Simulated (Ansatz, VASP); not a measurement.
## One calculation of Mo, two programs

```
Mo
1.0
     0.00000    2.00103    2.00103
     2.00103    0.00000    2.00103
     2.00103    2.00103    0.00000
Mo
1
Direct
  0.00000 0.00000 0.00000
```

This isn't the form of Mo at room conditions, which is bcc.

Alike in both runs: task single point; functional PBE; k mesh 22 × 22 × 22; occupations gaussian, width 0.15 eV; no spin polarisation.

|  | VASP | Ansatz |
| --- | --- | --- |
| version | VASP 6.6.1 | Ansatz 0.2.0 |
| potentials or method | VASP PAW PBE potentials, release 64 (Mo_sv) | scalar-relativistic, plane waves, PAW |
| plane-wave cutoff (eV) | 520 | 420 |
| valence electrons in the cell | 14 | 14 |

|  | VASP | Ansatz | Ansatz less VASP |
| --- | --- | --- | --- |
| gap on the k mesh at the Fermi level (eV) | none | none | - |
| pressure (GPa) | 0.5 | 0.0 | -0.47 |

A gap of «none» marks a metal or a gap that the smearing closes.
